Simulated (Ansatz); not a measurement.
PtSe2 (Sudovikovite): equation of state with BLYP+D3(BJ)

Crystal: PtSe2 (Sudovikovite).

```
Pt Se
1.0
     3.72400    0.00000    0.00000
    -1.86200    3.22508    0.00000
     0.00000    0.00000    5.06200
Pt Se
1 2
Direct
  0.00000 0.00000 0.00000
  0.66667 0.33333 0.75000
  0.33333 0.66667 0.25000
```

```
Program             : Ansatz 0.2.0
Task                : equation of state
Functional          : BLYP
Dispersion          : D3(BJ)
Potentials or basis : Ansatz PAW
Cutoff              : 420 eV
Density cutoff      : 1680 eV
k mesh              : 8 × 8 × 5
Occupations         : fermi-dirac, width 0.05 eV
Spin                : no spin polarisation
```

```yaml
Equilibrium_volume: 21.22 Å³/atom
Bulk_modulus_at_fixed_shape_and_positions: 115 GPa
Pressure_derivative_of_the_bulk_modulus: 4.8
```

Energy against volume, from the lowest point:
```
volume (Å³/atom)  energy (meV/atom)
          19.049              97.52
          19.455              61.78
          19.860              35.06
          20.265              16.41
          20.671               4.98
          21.076               0.00
          21.481               0.78
```

All runs of the series together: 16 s on 2 threads of Arm Neoverse V1 (shared host).

Caveat: the potentials were made for another functional, which shifts forces and pressure; the cell was scaled at fixed shape and fractional positions, which overstates the stiffness of a crystal with free parameters, most of all of layers and chains. The run has no spin-orbit coupling, so splittings on Pt are missing.
